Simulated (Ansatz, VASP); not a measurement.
# One calculation of Hg, two programs

```
CELL_PARAMETERS angstrom
3.00955 0.00000 0.00000
0.00000 3.00955 0.00000
0.00000 0.00000 3.00955
ATOMIC_POSITIONS crystal
Hg 0.00000 0.00000 0.00000
```

Alike in both runs: task single point; functional PBE; k mesh 11 × 11 × 11; occupations fermi-dirac, width 0.1 eV; no spin polarisation.

|  | VASP | Ansatz |
| --- | --- | --- |
| version | VASP 6.6.1 | Ansatz 0.2.0 |
| potentials or method | VASP PAW PBE potentials, release 64 (Hg) | plane waves (420 eV) with PAW, scalar-relativistic |
| plane-wave cutoff (eV) | 520 | 420 |
| valence electrons in the cell | 12 | 20 |

Ansatz gave:

| Property | Result |
| --- | --- |
| pressure (GPa) | 1.9 |

What did VASP give for the same quantities?

Pressure (GPa): 2.1.

The two sets of potentials don't hold the same shells in valence.

The runs have no spin-orbit coupling, so splittings on Hg are missing.
